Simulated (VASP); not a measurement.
# ZnGe2N2 (P2_1/m) in VASP: phonons with PBE

Aim: the phonons of ZnGe2N2 with PBE.

Program: VASP 6.6.1. These are calculated values, not measurements. Logs are shortened: lines on timing, memory, paths and dates and some standing lists are left out, and cuts for length are marked.

## 1. The crystal as given

It takes space group P2_1/m (No. 11, monoclinic). The conventional cell has a = 5.452 Å, b = 3.112 Å, c = 7.991 Å, α = 90.00°, β = 90.30°, γ = 90.00°. Zn (site symmetry m) has 2 N at 2.02 Å as nearest neighbours. Ge (site symmetry m) has 3 N at 1.99 Å as nearest neighbours. Around Ge (site symmetry m) lie 3 N at 2.01 to 2.04 Å. N (site symmetry m) is surrounded by 3 Ge at 1.99 to 2.01 Å and 1 Zn at 2.02 Å. N (site symmetry m) is surrounded by 3 Ge at 1.99 to 2.04 Å and 1 Zn at 2.02 Å.

The cell was built by a generator and needn't be a form met in nature.

## 2. Phonons, PBE

POSCAR

```
ZnGe2N2
1.0
    5.4524410000      0.0000000000      0.0000000000
    0.0000000000      3.1118200000      0.0000000000
   -0.0419090000      0.0000000000      7.9911130000
Zn Ge N
2 4 4
Direct
    0.1893860000      0.2500000000      0.0008600000
    0.8106140000      0.7500000000      0.9991400000
    0.4172790000      0.7500000000      0.3568130000
    0.9129940000      0.2500000000      0.3583830000
    0.5827210000      0.2500000000      0.6431870000
    0.0870060000      0.7500000000      0.6416170000
    0.2562910000      0.2500000000      0.7521500000
    0.7488430000      0.7500000000      0.7493050000
    0.2511570000      0.2500000000      0.2506950000
    0.7437090000      0.7500000000      0.2478500000
```

INCAR.step1

```
SYSTEM = ZnGe2N2
  PREC = Accurate
  ENCUT = 520
  EDIFF = 1E-8
  ISMEAR = 0
  SIGMA = 0.1
  LREAL = .False.
  LASPH = .True.
  NELM = 60
  ALGO = Normal
  ISIF = 3
  LWAVE = .False.
  LCHARG = .False.
  GGA = PE
  KPAR = 8
  IBRION = 2
  NSW = 40
  EDIFFG = -0.002
```

INCAR.step2

```
SYSTEM = ZnGe2N2
  PREC = Accurate
  ENCUT = 520
  EDIFF = 1E-8
  ISMEAR = 0
  SIGMA = 0.1
  LREAL = .False.
  LASPH = .True.
  NELM = 60
  ALGO = Normal
  ISIF = 2
  LWAVE = .False.
  LCHARG = .False.
  GGA = PE
  KPAR = 8
  IBRION = 6
  NFREE = 2
  POTIM = 0.015
  NSW = 1
```

KPOINTS

```
regular mesh
0
Gamma
  4 7 4
  0 0 0
```

Potentials or basis: VASP PAW PBE potentials, release 64 (Zn, Ge_d, N).

Started as:

```bash
cat potpaw_PBE.64/Zn/POTCAR potpaw_PBE.64/Ge_d/POTCAR potpaw_PBE.64/N/POTCAR > POTCAR
cp INCAR.step1 INCAR
mpirun -np 8 vasp_std > vasp.out
cp CONTCAR POSCAR
cp INCAR.step2 INCAR
mpirun -np 8 vasp_std > vasp.out
```

OUTCAR:

```text
SYSTEM = ZnGe2N2
   PREC = Accurate
   ENCUT = 520
   EDIFF = 1E-8
   ISMEAR = 0
   LREAL = .False.
   LASPH = .True.
   NELM = 60
   ISIF = 2
   GGA = PE
   IBRION = 6
   NFREE = 2
   POTIM = 0.015
   NSW = 1

 ion  position               nearest neighbor table
   1  0.189  0.250  0.001-   9 2.02   7 2.02   2 2.59   2 2.59
   2  0.811  0.750  0.999-   8 2.02  10 2.02   1 2.59   1 2.59
   3  0.418  0.750  0.357-  10 1.99   9 1.99   9 1.99   5 2.90   5 2.90   6 2.91
   4  0.913  0.250  0.358-  10 2.01  10 2.01   9 2.04   6 2.90   6 2.90   5 2.91
   5  0.582  0.250  0.643-   7 1.99   8 1.99   8 1.99   3 2.90   3 2.90   4 2.91
   6  0.087  0.750  0.642-   7 2.01   7 2.01   8 2.04   4 2.90   4 2.90   3 2.91
   7  0.256  0.250  0.752-   5 1.99   6 2.01   6 2.01   1 2.02
   8  0.748  0.750  0.749-   5 1.99   5 1.99   2 2.02   6 2.04
   9  0.252  0.250  0.251-   3 1.99   3 1.99   1 2.02   4 2.04
  10  0.744  0.750  0.248-   3 1.99   4 2.01   4 2.01   2 2.02

  LATTYP: Found a simple monoclinic cell.
 ALAT       =     5.4520885949
 B/A-ratio  =     0.5707832851
 C/A-ratio  =     1.4658331266
 COS(beta)  =    -0.0055038431

  Lattice vectors:

 A1 = (   5.4520885488,   0.0000000000,  -0.0007095012)
 A2 = (   0.0000000000,   3.1119610389,   0.0000000000)
 A3 = (  -0.0429459053,   0.0000000000,   7.9917366814)

Analysis of symmetry for initial positions (statically):
=====================================================================
 Subroutine PRICEL returns:
 Original cell was already a primitive cell.

 Routine SETGRP: Setting up the symmetry group for a
 simple monoclinic supercell.

 Subroutine GETGRP returns: Found  4 space group operations
 (whereof  2 operations were pure point group operations)
 out of a pool of  4 trial point group operations.

The static configuration has the point symmetry S_2 .
 The point group associated with its full space group is C_2h.

Analysis of symmetry for dynamics (positions and initial velocities):
=====================================================================
 Subroutine PRICEL returns:
 Original cell was already a primitive cell.

 Routine SETGRP: Setting up the symmetry group for a
 simple monoclinic supercell.

 Subroutine GETGRP returns: Found  4 space group operations
 (whereof  2 operations were pure point group operations)
 out of a pool of  4 trial point group operations.

The dynamic configuration has the point symmetry S_2 .
 The point group associated with its full space group is C_2h.

 Subroutine INISYM returns: Found  4 space group operations
 (whereof  2 operations are pure point group operations),
 and found     1 'primitive' translations

----------------------------------------------------------------------------------------

                                     Primitive cell

  volume of cell :     135.5932

  direct lattice vectors                    reciprocal lattice vectors
     5.452088549  0.000000000 -0.000709501     0.183416078  0.000000000  0.000985639
     0.000000000  3.111961039  0.000000000     0.000000000  0.321340784  0.000000000
    -0.042945905  0.000000000  7.991736681     0.000016284  0.000000000  0.125129335

  length of vectors
     5.452088595  3.111961039  7.991852072     0.183418726  0.321340784  0.125129336

  position of ions in fractional coordinates (direct lattice)
     0.189442097  0.250000000  0.001040749
     0.810557903  0.750000000  0.998959251
     0.417708243  0.750000000  0.356873638
     0.913325272  0.250000000  0.358331254
     0.582291757  0.250000000  0.643126362
     0.086674728  0.750000000  0.641668746
     0.255889948  0.250000000  0.752231628
     0.748497287  0.750000000  0.749170694
     0.251502713  0.250000000  0.250829306
     0.744110052  0.750000000  0.247768372

  ion indices of the primitive-cell ions
   primitive index   ion index
                 1           1
                 2           2
                 3           3
                 4           4
                 5           5
                 6           6
[... 66 lines left out ...]
 SYSTEM =  ZnGe2N2
   PREC   = accura    normal or accurate (medium, high low for compatibility)
   ISTART =      0    job   : 0-new  1-cont  2-samecut
   ICHARG =      2    charge: 1-file 2-atom 10-const
   ISPIN  =      1    spin polarized calculation?
   LNONCOLLINEAR =      F non collinear calculations
   LSORBIT =      F    spin-orbit coupling
   LASPH  =      T    aspherical Exc in radial PAW
   ENCUT  =  520.0 eV  38.22 Ry    6.18 a.u.  10.14  5.79 14.86*2*pi/ulx,y,z
   NELM   =     60;   NELMIN=  2; NELMDL=  0     # of ELM steps
   EDIFF  = 0.1E-07   stopping-criterion for ELM
   LREAL  =      F    real-space projection
   EDIFFG = 0.1E-06   stopping-criterion for IOM
   NSW    =    157    number of steps for IOM
   IBRION =      6    ionic relax: 0-MD 1-quasi-New 2-CG
   NFREE  =      2    steps in history (QN), initial steepest desc. (CG)
   ISIF   =      2    stress and relaxation
   ISYM   =      2    0-nonsym 1-usesym 2-fastsym
   POTIM  = 0.0150    time-step for ionic-motion
   TEBEG  =    0.0;   TEEND  =   0.0 temperature during run
   PSTRESS=    0.0 pullay stress
   NELECT =     100.0000    total number of electrons
   NUPDOWN=      -1.0000    fix difference up-down
   EMIN   =  10.00;   EMAX   =-10.00  energy-range for DOS
   EFERMI =   0.00;   METHOD = LEGACY
   ISMEAR =     0;   SIGMA  =   0.10  broadening in eV -4-tet -1-fermi 0-gaus
   EFERMI_NEDOS =   21; number of points for ismear=-14 and -15
   IALGO  =     38    algorithm
   IMIX   =      4    mixing-type and parameters
     AMIX     =   0.40;   BMIX     =  1.00
     AMIX_MAG =   1.60;   BMIX_MAG =  1.00
  volume/ion in A,a.u.               =      13.56        91.50
  Fermi-wavevector in a.u.,A,eV,Ry     =   1.479093  2.795081 29.765691  2.187717
  Thomas-Fermi vector in A             =   2.593293
   LORBIT       =      0    0 simple, 1 ext, 2 COOP (PROOUT), +10 PAW based schemes
   GGA     = PE    functional components
   LHFCALC =     F    Hartree Fock is set to
   AEXX    =    0.0000 exact exchange contribution
   IVDW    =     0    specifies the selected vdW correction
   LEPSILON=     F    determine dielectric tensor
   LRPA    =     F    only Hartree local field effects (RPA)
 finite differences with symmetry
 non-spin polarized calculation
 Gauss-broadening in eV      SIGMA  =   0.10
  energy-cutoff  :      520.00
  volume of cell :      135.59
 maximum number of plane-waves:      3674
 NGX is ok and might be reduce to    42
   NGX = 21   NGY = 11   NGZ = 29

--------------------------------------- Ionic step        1  -------------------------------------------

 number of electron     100.0000009 magnetization

 Free energy of the ion-electron system (eV)
  ---------------------------------------------------
  ext. energy  EPLUGINS =         0.00000000
  ---------------------------------------------------
  free energy    TOTEN  =       -51.71830022 eV

  energy without entropy =      -51.71073629  energy(sigma->0) =      -51.71451826

------------------------ aborting loop because EDIFF is reached ----------------------------------------

  FORCE on cell =-STRESS in cart. coord.  units (eV):
  Direction    XX          YY          ZZ          XY          YZ          ZX
  --------------------------------------------------------------------------------------
  -------------------------------------------------------------------------------------
  Total       -0.0030239      0.0031242      0.0067934      0.0000000      0.0000000      0.0052141
  in kB       -0.0357310      0.0369154      0.0802708      0.0000000      0.0000000      0.0616098
  external PRESSURE =       0.0271517 kB  Pullay stress =       0.0000000 kB
[... 113 lines left out ...]
  FREE ENERGIE OF THE ION-ELECTRON SYSTEM (eV)
  ---------------------------------------------------
  free  energy   TOTEN  =       -51.7178616091 eV

  energy  without entropy=      -51.7102429408  energy(sigma->0) =      -51.71405227

[... ionic steps 4 to 28 ...]

--------------------------------------- Ionic step       29  -------------------------------------------

 number of electron     100.0000009 magnetization

------------------------ aborting loop because EDIFF is reached ----------------------------------------
[... 83 lines left out ...]
--------------------------------------- Ionic step       31  -------------------------------------------

 number of electron     100.0000010 magnetization

 Free energy of the ion-electron system (eV)
  ---------------------------------------------------
  ext. energy  EPLUGINS =         0.00000000
  ---------------------------------------------------
  free energy    TOTEN  =       -51.71687492 eV

  energy without entropy =      -51.70917212  energy(sigma->0) =      -51.71302352

 E-fermi :   5.9222     XC(G=0): -11.2283

 val. band max:        5.9200448775   @ k =   0.0000   0.4286   0.5000
 cond. band min:       6.0207199828   @ k =   0.0000   0.2857   0.0000
 fundamental gap:      0.1006751053
 Fermi energy:         5.9221611909

 k-point     1 :       0.0000    0.0000    0.0000
  band No.  band energies     occupation
      1     -19.3685      2.00000
      2     -19.3420      2.00000
      3     -19.3007      2.00000
      4     -19.2991      2.00000
      5     -19.2827      2.00000
      6     -19.2824      2.00000
[... 1501 lines left out ...]
     59      10.9971      0.00000
     60      11.2879      0.00000

 [... further k-points ...]

------------------------ aborting loop because EDIFF is reached ----------------------------------------

  FORCE on cell =-STRESS in cart. coord.  units (eV):
  Direction    XX          YY          ZZ          XY          YZ          ZX
  --------------------------------------------------------------------------------------
  -------------------------------------------------------------------------------------
  Total       -0.0072767      0.0229127      0.0654076      0.0000000      0.0000000     -0.0277079
  in kB       -0.0859819      0.2707382      0.7728596      0.0000000      0.0000000     -0.3273981
  external PRESSURE =       0.3192053 kB  Pullay stress =       0.0000000 kB
[... 25 lines left out ...]
  FREE ENERGIE OF THE ION-ELECTRON SYSTEM (eV)
  ---------------------------------------------------
  free  energy   TOTEN  =       -51.7168749228 eV

  energy  without entropy=      -51.7091721241  energy(sigma->0) =      -51.71302352

 INTERNAL STRAIN TENSORS FROM DISPLACED ATOMS
 ============================================

 INTERNAL STRAIN TENSOR FOR ION    1 for displacements in x,y,z  (eV/Angst):
          X           Y           Z          XY          YZ          ZX
  --------------------------------------------------------------------------------
  x    -3.61438    -0.10938     2.44271     0.00000     0.00000    -0.11635
  y     0.00000     0.00000     0.00000    -3.18110    -0.24133     0.00000
  z     0.12734    -0.23499    -0.20331     0.00000     0.00000     3.24042
[... 8 lines left out ...]
 INTERNAL STRAIN TENSOR FOR ION   10 for displacements in x,y,z  (eV/Angst):
          X           Y           Z          XY          YZ          ZX
  --------------------------------------------------------------------------------
  x    -3.13398     3.84934     2.70375     0.00000     0.00000     6.59199
  y     0.00000     0.00000     0.00000     2.25321     6.76587     0.00000
  z     0.62904     0.94901     3.36495     0.00000     0.00000     3.43040

 Eigenvectors and eigenvalues of the dynamical matrix
   1 f  =   16.653295 THz   104.635740 2PiTHz  555.494138 cm-1    68.872464 meV
   2 f  =   16.386495 THz   102.959385 2PiTHz  546.594642 cm-1    67.769068 meV
   3 f  =   16.171585 THz   101.609067 2PiTHz  539.426021 cm-1    66.880273 meV
   4 f  =   15.600754 THz    98.022430 2PiTHz  520.385150 cm-1    64.519507 meV
   5 f  =   15.293114 THz    96.089471 2PiTHz  510.123384 cm-1    63.247210 meV
   6 f  =   14.275096 THz    89.693071 2PiTHz  476.165934 cm-1    59.037025 meV
[... 19 lines left out ...]
  26 f  =    2.668576 THz    16.767160 2PiTHz   89.014125 cm-1    11.036340 meV
  27 f  =    2.613487 THz    16.421021 2PiTHz   87.176530 cm-1    10.808507 meV
  28 f/i=    0.012073 THz     0.075856 2PiTHz    0.402705 cm-1     0.049929 meV
  29 f/i=    0.022647 THz     0.142294 2PiTHz    0.755418 cm-1     0.093660 meV
  30 f/i=    0.041312 THz     0.259573 2PiTHz    1.378032 cm-1     0.170854 meV

 ELASTIC MODULI CONTR FROM IONIC RELAXATION (kBar)
 Direction    XX          YY          ZZ          XY          YZ          ZX
 --------------------------------------------------------------------------------
 XX        -181.6712    -33.8246   -111.6860      0.0000      0.0000     73.5817
 YY         -33.8246   -119.8225   -131.9041     -0.0000     -0.0000   -110.5650
 ZZ        -111.6860   -131.9041   -338.0772      0.0000      0.0000    -14.1549
 XY           0.0000     -0.0000      0.0000   -118.1457   -117.4800     -0.0000
 YZ           0.0000     -0.0000      0.0000   -117.4800   -277.2300     -0.0000
 ZX          73.5817   -110.5650    -14.1549     -0.0000     -0.0000   -292.3490
 --------------------------------------------------------------------------------
```

Wall time 27 min (8 MPI ranks of Intel Xeon 6975P-C (Granite Rapids), shared host); peak memory 0.74 GiB.

Results:

```yaml
Highest_phonon_frequency_at_Γ_LO-TO_splitting_left_out: 555 cm⁻¹
```

Phonon frequencies in cm⁻¹ (negative: imaginary):
| q point | frequencies |
| --- | --- |
| (0.000, 0.000, 0.000) | -1 -1 0 87 89 94 96 120 139 149 152 155 158 177 199 260 265 284 416 428 431 435 473 475 476 510 520 539 547 555 |
